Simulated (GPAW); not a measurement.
Write an ASE script for GPAW 26.7.0 that does the following.

| Property | Result |
| --- | --- |
| Task | G0W0 quasiparticle levels |
| Functional | LDA |
| Potentials or basis | the program's PAW data sets (release 1.2.1) made for this functional |
| Cutoff | 550 eV |
| Basis | pw |
| k mesh | 5 × 5 × 5 |
| Occupations | fermi-dirac, width 0.001 eV |
| Spin | no spin polarisation |
| Response ecut | 150 eV |
| Frequency | ppa |
| Extrapolate | yes |
| Vertex | none |
| Qp bands | 2 |
| Integrate gamma | WS |
| All k | no |
| Domega0 | 0.15 eV |
| Maxiter | 150 |
| Response bands | 97 |

The system is BP.

```
P B
1.0
     0.00000    2.26900    2.26900
     2.26900    0.00000    2.26900
     2.26900    2.26900    0.00000
P B
1 1
Direct
  0.25000 0.25000 0.25000
  0.00000 0.00000 0.00000
```

One way to write it, as run:

run.py

```python
import json
import numpy as np
from ase.dft.bandgap import bandgap
from ase.io import write
from ase.spacegroup import crystal
from gpaw import GPAW, PW
from gpaw.response.g0w0 import G0W0

# P 4c
# B 4a
atoms = crystal(['P', 'B'],
                basis=[[0.25, 0.25, 0.25],
                       [0.0, 0.0, 0.0]],
                spacegroup=216, setting=1,  # F-43m
                cellpar=[4.538, 4.538, 4.538, 90.0, 90.0, 90.0],
                primitive_cell=True)

calc = GPAW(mode=PW(550),
            xc='LDA',
            kpts={'size': (5, 5, 5), 'gamma': True},
            occupations={'name': 'fermi-dirac', 'width': 0.001},
            nbands=11,
            convergence={'density': 1e-06},
            maxiter=150,
            txt='gpaw.txt')
atoms.calc = calc
energy = atoms.get_potential_energy()
calc.write('gs.gpw')
write('result.traj', atoms)
print(f'Energy: {energy:.6f} eV')
print('Fermi level:', round(calc.get_fermi_level(), 4), 'eV')
print(f'Gap: {bandgap(calc)[0]:.4f} eV, direct: {bandgap(calc, direct=True)[0]:.4f} eV')

calc.diagonalize_full_hamiltonian(nbands=101)
calc.write('full.gpw', mode='all')

ibz = calc.get_ibz_k_points()
gap, vbm, cbm = bandgap(calc, output=None)
gap, direct, _ = bandgap(calc, direct=True, output=None)
gamma = int(np.abs(ibz).sum(1).argmin())
kpts = sorted({gamma, vbm[1], cbm[1], direct[1]})
gw = G0W0(calc='full.gpw',
          filename='gw',
          ecut=150,
          ecut_extrapolation=True,
          relbands=(-2, 2),
          kpts=kpts,
          integrate_gamma='WS',
          ppa=True)
gw.calculate()
results = {mode: {key: np.asarray(r[key]).tolist() for key in ['f', 'eps', 'vxc', 'exx', 'sigma', 'Z', 'qp', 'sigma_eskn']}
           for mode, r in gw.all_results.items()}
json.dump({'kpts': ibz[kpts].tolist(), 'results': results}, open('gw.json', 'w'))
for mode, r in results.items():
    f, qp = np.array(r['f']), np.array(r['qp'])
    print(mode, 'quasiparticle energies (eV):')
    print(qp.round(3))
    print(mode, 'gap:', round(qp[f < 0.5].min() - qp[f > 0.5].max(), 4), 'eV')
```

Potentials or basis: the program's PAW data sets (release 1.2.1) made for this functional, pw.

Launch:

```console
$ OMP_NUM_THREADS=1 python run.py
```

It gave:

| Item | Value |
| --- | --- |
| Band gap on the k mesh, mean-field level | 1.18 eV, indirect (least direct gap 3.37 eV) |
| Quasiparticle gap | 1.96 eV |
| Least direct quasiparticle gap | 4.34 eV |

Caveat: the k mesh is coarse (spacing up to 0.48 Å⁻¹), so the values aren't converged; the quasiparticle gap is taken among the few k points that were corrected; the long-wavelength limit can be off by a per cent or two; an odd mesh through Γ misses points on the zone boundary, where band edges often lie.

It took 2.2 min on 1 thread of Arm Neoverse V1 (shared host), peak memory 0.29 GiB.
